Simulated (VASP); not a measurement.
# Nb (P6_3/mmc) in VASP: notebook, part 3 of 3

VASP 6.6.1. Earlier steps stand in the parts before.

## (5) Relaxation of cell and atoms, PBE+D3(BJ)

INCAR

```
SYSTEM = Nb
ALGO = Normal ; EDIFF = 1E-7
EDIFFG = -0.005 ; ENCUT = 600
GGA = PE ; IBRION = 2
ISIF = 3 ; ISMEAR = 0
IVDW = 12 ; LASPH = .True.
LCHARG = .False. ; LREAL = .False.
LWAVE = .False. ; NELM = 60
NSW = 90 ; PREC = Accurate
SIGMA = 0.1
```

KPOINTS

```
k-points
0
Gamma
  18 18 10
  0 0 0
```

POSCAR

```
Nb
1.0
    2.9416827500      0.0000000000      0.0000000000
   -1.4708413800      2.5475719900      0.0000000000
    0.0000000000      0.0000000000      4.8037679400
Nb
2
Direct
    0.3333333300      0.6666666700      0.2500000000
    0.6666666700      0.3333333300      0.7500000000
```

Potentials or basis: VASP PAW PBE potentials, release 64 (Nb_sv).

Launch:

```sh
cat potpaw_PBE.64/Nb_sv/POTCAR > POTCAR
mpirun -np 1 vasp_std > vasp.out
```

OUTCAR:

```text
SYSTEM = Nb
   EDIFF = 1E-7
   EDIFFG = -0.005
   ENCUT = 600
   GGA = PE
   IBRION = 2
   ISIF = 3
   ISMEAR = 0
   IVDW = 12
   LASPH = .True.
   LREAL = .False.
   NELM = 60
   NSW = 90
   PREC = Accurate
 IVDW          = 12

 ion  position               nearest neighbor table
   1  0.333  0.667  0.250-   2 2.94   2 2.94   2 2.94   2 2.94   2 2.94   2 2.94
   2  0.667  0.333  0.750-   1 2.94   1 2.94   1 2.94   1 2.94   1 2.94   1 2.94

  LATTYP: Found a hexagonal cell.
 ALAT       =     2.9416827500
 C/A-ratio  =     1.6330000031

  Lattice vectors:

 A1 = (   2.9416827500,   0.0000000000,   0.0000000000)
 A2 = (  -1.4708413800,   2.5475719900,   0.0000000000)
 A3 = (   0.0000000000,   0.0000000000,   4.8037679400)

Analysis of symmetry for initial positions (statically):
=====================================================================
 Subroutine PRICEL returns:
 Original cell was already a primitive cell.

 Routine SETGRP: Setting up the symmetry group for a
 hexagonal supercell.

 Subroutine GETGRP returns: Found 24 space group operations
 (whereof 12 operations were pure point group operations)
 out of a pool of 24 trial point group operations.

The static configuration has the point symmetry D_3d.
 The point group associated with its full space group is D_6h.

Analysis of symmetry for dynamics (positions and initial velocities):
=====================================================================
 Subroutine PRICEL returns:
 Original cell was already a primitive cell.

 Routine SETGRP: Setting up the symmetry group for a
 hexagonal supercell.

 Subroutine GETGRP returns: Found 24 space group operations
 (whereof 12 operations were pure point group operations)
 out of a pool of 24 trial point group operations.

The dynamic configuration has the point symmetry D_3d.
 The point group associated with its full space group is D_6h.

 Subroutine INISYM returns: Found 24 space group operations
 (whereof 12 operations are pure point group operations),
 and found     1 'primitive' translations

----------------------------------------------------------------------------------------

                                     Primitive cell

  volume of cell :      36.0002

  direct lattice vectors                    reciprocal lattice vectors
     2.941682750  0.000000000  0.000000000     0.339941484  0.196265308  0.000000000
    -1.470841380  2.547571990  0.000000000     0.000000000  0.392530615  0.000000000
     0.000000000  0.000000000  4.803767940     0.000000000  0.000000000  0.208169923

  length of vectors
     2.941682750  2.941682751  4.803767940     0.392530615  0.392530615  0.208169923

  position of ions in fractional coordinates (direct lattice)
     0.333333330  0.666666670  0.250000000
     0.666666670  0.333333330  0.750000000

  ion indices of the primitive-cell ions
   primitive index   ion index
                 1           1
                 2           2

----------------------------------------------------------------------------------------

 KPOINTS: k-points

Automatic generation of k-mesh.
 Grid dimensions read from file:
 generate k-points for:   18   18   10

 Generating k-lattice:

  Cartesian coordinates                     Fractional coordinates (reciprocal lattice)
     0.018885638  0.010903628  0.000000000     0.055555556  0.000000000  0.000000000
     0.000000000  0.021807256  0.000000000     0.000000000  0.055555556  0.000000000
     0.000000000  0.000000000  0.020816992     0.000000000  0.000000000  0.100000000

  Length of vectors
     0.021807256  0.021807256  0.020816992

  Shift w.r.t. Gamma in fractional coordinates (k-lattice)
     0.000000000  0.000000000  0.000000000

 Subroutine IBZKPT returns following result:
 ===========================================

 Found    222 irreducible k-points:

 Following reciprocal coordinates:
            Coordinates               Weight
  0.000000  0.000000  0.000000      1.000000
  0.055556  0.000000  0.000000      6.000000
  0.111111  0.000000  0.000000      6.000000
  0.166667  0.000000  0.000000      6.000000
  0.222222  0.000000  0.000000      6.000000
  0.277778  0.000000  0.000000      6.000000
[... 16 lines left out ...]
  0.333333  0.111111  0.000000     12.000000
  0.388889  0.111111  0.000000     12.000000
 [... further k-points ...]
   k-points           NKPTS =    222   k-points in BZ     NKDIM =    222   number of bands    NBANDS=     17
   number of dos      NEDOS =    301   number of ions     NIONS =      2
   total plane-waves  NPLWV =  23040
   dimension x,y,z NGX =    24 NGY =   24 NGZ =   40
   dimension x,y,z NGXF=    48 NGYF=   48 NGZF=   80
   ions per type =               2
   NGX,Y,Z   is equivalent  to a cutoff of  13.56, 13.56, 13.84 a.u.
   NGXF,Y,Z  is equivalent  to a cutoff of  27.13, 27.13, 27.69 a.u.
 SYSTEM =  Nb
   PREC   = accura    normal or accurate (medium, high low for compatibility)
   ISTART =      0    job   : 0-new  1-cont  2-samecut
   ICHARG =      2    charge: 1-file 2-atom 10-const
   ISPIN  =      1    spin polarized calculation?
   LNONCOLLINEAR =      F non collinear calculations
   LSORBIT =      F    spin-orbit coupling
   LASPH  =      T    aspherical Exc in radial PAW
   ENCUT  =  600.0 eV  44.10 Ry    6.64 a.u.   5.88  5.88  9.59*2*pi/ulx,y,z
   NELM   =     60;   NELMIN=  2; NELMDL= -5     # of ELM steps
   EDIFF  = 0.1E-06   stopping-criterion for ELM
   LREAL  =      F    real-space projection
   EDIFFG = -.5E-02   stopping-criterion for IOM
   NSW    =     90    number of steps for IOM
   IBRION =      2    ionic relax: 0-MD 1-quasi-New 2-CG
   NFREE  =      1    steps in history (QN), initial steepest desc. (CG)
   ISIF   =      3    stress and relaxation
   ISYM   =      2    0-nonsym 1-usesym 2-fastsym
   POTIM  = 0.5000    time-step for ionic-motion
   TEBEG  =    0.0;   TEEND  =   0.0 temperature during run
   PSTRESS=    0.0 pullay stress
   NELECT =      26.0000    total number of electrons
   NUPDOWN=      -1.0000    fix difference up-down
   EMIN   =  10.00;   EMAX   =-10.00  energy-range for DOS
   EFERMI =   0.00;   METHOD = LEGACY
   ISMEAR =     0;   SIGMA  =   0.10  broadening in eV -4-tet -1-fermi 0-gaus
   EFERMI_NEDOS =   21; number of points for ismear=-14 and -15
   IALGO  =     38    algorithm
   IMIX   =      4    mixing-type and parameters
     AMIX     =   0.40;   BMIX     =  1.00
     AMIX_MAG =   1.60;   BMIX_MAG =  1.00
  volume/ion in A,a.u.               =      18.00       121.47
  Fermi-wavevector in a.u.,A,eV,Ry     =   1.468806  2.775641 29.353097  2.157392
  Thomas-Fermi vector in A             =   2.584260
   LORBIT       =      0    0 simple, 1 ext, 2 COOP (PROOUT), +10 PAW based schemes
   GGA     = PE    functional components
   LHFCALC =     F    Hartree Fock is set to
   AEXX    =    0.0000 exact exchange contribution
   IVDW    =    12    specifies the selected vdW correction
   LEPSILON=     F    determine dielectric tensor
   LRPA    =     F    only Hartree local field effects (RPA)
 conjugate gradient relaxation of ions
 non-spin polarized calculation
 Gauss-broadening in eV      SIGMA  =   0.10
  energy-cutoff  :      600.00
  volume of cell :       36.00
 maximum number of plane-waves:      1216
 NGX is ok and might be reduce to    24
   NGX = 11   NGY = 11   NGZ = 19

--------------------------------------- Ionic step        1  -------------------------------------------

 number of electron      26.0000000 magnetization

 Free energy of the ion-electron system (eV)
  ---------------------------------------------------
  ext. energy  EPLUGINS =         0.00000000
  ---------------------------------------------------
  free energy    TOTEN  =       -19.71626364 eV

  energy without entropy =      -19.70050313  energy(sigma->0) =      -19.70838338

------------------------ aborting loop because EDIFF is reached ----------------------------------------

 Edisp (eV)   -1.47401

 E8    (eV) :    -0.7163
[... 105 lines left out ...]
  FREE ENERGIE OF THE ION-ELECTRON SYSTEM (eV)
  ---------------------------------------------------
  free  energy   TOTEN  =       -21.0818987327 eV

  energy  without entropy=      -21.0695907489  energy(sigma->0) =      -21.07574474

[... ionic steps 4 to 10 ...]

--------------------------------------- Ionic step       11  -------------------------------------------

 number of electron      25.9999998 magnetization

------------------------ aborting loop because EDIFF is reached ----------------------------------------
[... 75 lines left out ...]
--------------------------------------- Ionic step       13  -------------------------------------------

 number of electron      25.9999998 magnetization

 Free energy of the ion-electron system (eV)
  ---------------------------------------------------
  ext. energy  EPLUGINS =         0.00000000
  ---------------------------------------------------
  free energy    TOTEN  =       -19.82031255 eV

  energy without entropy =      -19.80771073  energy(sigma->0) =      -19.81401164

 E-fermi :  11.6398     XC(G=0): -12.5144

 val. band max:       11.6398325671   @ k =   0.3333  -0.0000   0.0000
 cond. band min:      11.6402862287   @ k =   0.2778   0.2222   0.1000
 fundamental gap:      0.0004536616
 Fermi energy:        11.6398381039

 k-point     1 :       0.0000    0.0000    0.0000
  band No.  band energies     occupation
      1     -43.0790      2.00000
      2     -42.9299      2.00000
      3     -19.6303      2.00000
      4     -18.5656      2.00000
      5     -18.3303      2.00000
      6     -18.3303      2.00000
[... 457 lines left out ...]
      4     -19.5639      2.00000
      5     -19.0425      2.00000
      6     -18.8005      2.00000
[... 9 lines left out ...]
     16      15.6850      0.00000
     17      15.8502      0.00000

 [... further k-points ...]

------------------------ aborting loop because EDIFF is reached ----------------------------------------

 Edisp (eV)   -1.48313

 E8    (eV) :    -0.7211
[... 25 lines left out ...]
  FREE ENERGIE OF THE ION-ELECTRON SYSTEM (eV)
  ---------------------------------------------------
  free  energy   TOTEN  =       -21.3034381322 eV

  energy  without entropy=      -21.2908363074  energy(sigma->0) =      -21.29713722

 reached required accuracy - stopping structural energy minimisation
```

OSZICAR:

```text
N       E                     dE             d eps       ncg     rms          rms(c)
DAV:   1     0.336338359238E+03    0.33634E+03   -0.16526E+04  7556   0.179E+03
[... 146 lines left out ...]
DAV:   1    -0.198203263112E+02   -0.32927E-03   -0.59732E-04  8841   0.316E-01    0.262E-02
DAV:   2    -0.198203162251E+02    0.10086E-04   -0.41596E-05 10146   0.759E-02    0.120E-02
DAV:   3    -0.198203133526E+02    0.28725E-05   -0.16798E-05 12632   0.411E-02    0.515E-03
DAV:   4    -0.198203130823E+02    0.27034E-06   -0.12041E-06 11483   0.108E-02    0.218E-03
DAV:   5    -0.198203127493E+02    0.33301E-06   -0.51618E-07  9398   0.527E-03    0.122E-03
DAV:   6    -0.198203125290E+02    0.22026E-06   -0.67577E-08  4328   0.313E-03    0.141E-04
DAV:   7    -0.198203125529E+02   -0.23864E-07   -0.19975E-08  3917   0.192E-03
  13 F= -.21303438E+02 E0= -.21297137E+02  d E =-.127026E-05
```

CONTCAR:

```text
Nb
   1.00000000000000
     2.8312964273566625    0.0000000002253000    0.0000000000000000
    -1.4156482182955910    2.4519746304067227    0.0000000000000000
    -0.0000000000000000   -0.0000000000000000    5.1586237982687253
  Nb
     2
Direct
     0.3333333300000021    0.6666666699999979    0.2500000000000000
     0.6666666699999979    0.3333333300000021    0.7500000000000000

  0.00000000E+00  0.00000000E+00  0.00000000E+00
  0.00000000E+00  0.00000000E+00  0.00000000E+00
```

Run time: 8.8 min. Hardware: 1 thread of Intel Xeon 6975P-C (Granite Rapids), shared host; peak memory 0.29 GiB.

Results:

```yaml
Free_energy: -21.3034 eV
Relaxed_volume: 17.91 Å³/atom
Relaxed_cell: a = 2.831 Å, b = 2.831 Å, c = 5.159 Å, α = 90.00°, β = 90.00°, γ = 120.00°
Space_group_after_relaxing_to_0.05_Å: P6_3/mmc (No. 194)
Energy_gained_by_relaxing: 56.6 meV/atom
Ionic_steps: 13
Pressure_after_relaxing: 0.0 GPa
Band_gap_on_the_k_mesh: none (metal or under the smearing width)
Dispersion_energy_per_atom: -0.742 eV
```

Step by step:
```tsv
step	energy change (eV)	largest force (eV/Å)	pressure (GPa)	volume (Å³)
1	0.0000	0.0000	-0.92	36.00
2	-0.0676	0.0000	1.73	35.44
3	0.1084	0.0000	15.24	33.46
4	-0.0937	0.0000	3.85	35.03
5	-0.0957	0.0000	5.27	34.78
6	-0.1062	0.0000	1.65	35.53
7	-0.1073	0.0000	2.45	35.36
8	-0.1128	0.0000	0.50	35.72
9	-0.1132	0.0000	-0.08	35.83
10	-0.1132	0.0000	-0.03	35.82
11	-0.1132	0.0000	0.00	35.81
12	-0.1132	0.0000	0.04	35.81
13	-0.1132	0.0000	0.00	35.81
```

Final structure:
```
CELL_PARAMETERS angstrom
2.83130 0.00000 0.00000
-1.41565 2.45197 0.00000
0.00000 0.00000 5.15862
ATOMIC_POSITIONS crystal
Nb 0.33333 0.66667 0.25000
Nb 0.66667 0.33333 0.75000
```

Levels at points of the mesh, in eV from the Fermi level:
```csv
k point,band 10,band 11,band 12,band 13,band 14,band 15,band 16,band 17
"(0.00, 0.00, 0.00)",-4.02,-1.04,0.30,0.30,0.56,0.77,0.77,2.64
"(0.50, 0.00, 0.00)",-3.45,-3.43,-0.56,0.32,0.39,0.70,4.66,5.73
"(0.00, 0.00, 0.50)",-4.68,-1.30,-1.30,0.36,0.36,0.36,0.36,3.81
"(0.50, 0.00, 0.50)",-3.99,-2.53,-2.53,2.19,2.19,2.26,2.26,5.22
```

Caveat: pairwise dispersion overbinds metals, which lowers pressure and volume.

## (6) Overview

```tsv
level	potentials or basis	gap on the mesh (eV)	pressure (GPa)	relaxed volume (Å³/atom)
PBEsol	VASP PAW PBE potentials, release 64 (Nb_sv)	none	0.0	18.00
LDA	VASP PAW LDA potentials, release 64 (Nb_sv)	none	0.0	17.62
PBE	VASP PAW PBE potentials, release 64 (Nb_sv)	none	0.0	18.62
PBE+D3(BJ)	VASP PAW PBE potentials, release 64 (Nb_sv)	none	0.0	17.91
```

Alike in all rows: task relaxation of cell and atoms; no spin polarisation; cell relaxed; k mesh 18 × 18 × 10; cutoff (eV) 600; smearing gaussian 0.1 eV.

Caveats: the PAW data sets were made with another functional, which shifts forces and pressure a little (some runs); pairwise dispersion overbinds metals, which lowers pressure and volume (some runs).

Total energies depend on the potentials used, so only differences within one code and one set of settings carry meaning.
